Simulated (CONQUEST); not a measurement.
Runs of CONQUEST 1.3 on GaN. The structure is cubic, space group F-43m (No. 216). The conventional cell has a = 4.507 Å, b = 4.507 Å, c = 4.507 Å, α = 90.00°, β = 90.00°, γ = 90.00°. Around Ga (site symmetry -43m) lie 4 N at 1.95 Å. Around N (site symmetry -43m) lie 4 Ga at 1.95 Å. The cell is a database's computed one.

| task | potentials or basis | cell | k mesh | gap on the mesh (eV) | pressure (GPa) | largest force (eV/Å) |
| --- | --- | --- | --- | --- | --- | --- |
| single point | PseudoDojo NC PBE, SZP, grid cutoff 150 Ha | as given | 6 × 6 × 4 | 2.20 | 9.9 | - |
| single point | PseudoDojo NC PBE, SZP, grid cutoff 150 Ha | as given | 5 × 5 × 4 | 2.20 | 9.9 | - |
| single point | PseudoDojo NC PBE, SZP, grid cutoff 150 Ha | as given | 7 × 7 × 5 | 2.20 | 9.9 | - |
| single point | PseudoDojo NC PBE, DZP, grid cutoff 80 Ha | atoms moved at random, drawn with an rms of 0.05 Å | 8 × 8 × 6 | 1.76 | 9.1 | 0.57 |
| single point | PseudoDojo NC PBE, DZP, grid cutoff 200 Ha | atoms moved at random, drawn with an rms of 0.05 Å | 8 × 8 × 6 | 1.76 | 9.1 | 0.55 |
| single point | PseudoDojo NC PBE, DZP, grid cutoff 150 Ha | atoms moved at random, drawn with an rms of 0.05 Å | 8 × 8 × 6 | 1.76 | 8.8 | 0.55 |
| single point | PseudoDojo NC PBE, SZP, grid cutoff 150 Ha | as given | 10 × 10 × 7 | 2.20 | 9.9 | - |
| single point | PseudoDojo NC PBE, SZP, grid cutoff 150 Ha | as given | 8 × 8 × 6 | 2.20 | 9.9 | - |
| single point | PseudoDojo NC PBE, DZP, grid cutoff 150 Ha | as given | 8 × 8 × 6 | (a) | 8.7 | - |
| single point | PseudoDojo NC PBE, DZP, grid cutoff 300 Ha | atoms moved at random, drawn with an rms of 0.05 Å | 8 × 8 × 6 | 1.76 | 8.8 | 0.56 |

Alike in all rows: level PBE; no spin polarisation; smearing fermi-dirac 0.05 eV.

Problem. Fill in the values left out.

Solution. (a) 1.84.

Caveats: the basis of atomic orbitals isn't converged, which shifts pressures, moduli and gaps; the atomic basis is small (some runs); the real-space grid breaks the cell's symmetry a little (some runs); the box holds several primitive cells, so bands are folded and the points are those of the box's own zone (some runs); an odd mesh through Γ misses points on the zone boundary, where band edges often lie (some runs).

A k mesh can miss the band edges, and the runs leave out spin-orbit coupling on Ga.
